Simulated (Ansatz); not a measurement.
Start from AlP in the zinc blende structure (space group F-43m, No. 216; a = 5.471 Å).

Computed with Kohn–Sham DFT with the PBEsol functional, run in Ansatz (a program for electronic structure) with PAW and 420 eV plane waves, scalar-relativistic without spin-orbit coupling.

Now apply this change: every P is replaced by Sb, then cell and atoms are relaxed.

Measured lattice parameter a: AlP 5.451 Å (static lattice; corrected from measurement; as listed in Daniel Mejia-Rodriguez, S. B. Trickey, Phys. Rev. B (2018)); AlSb 6.128 Å (0 K or low temperature; as listed in Guo-Xu Zhang et al., New Journal of Physics (2018)).

### Question
How well does PBEsol reproduce the measured shift?

### Answer
With PBEsol the lattice parameter a moves by +0.687 Å (5.471 → 6.157) against +0.677 Å measured. The two measured values stand on different bases (one corrected, one not), which blurs small differences.

No phonon test of stability was made.
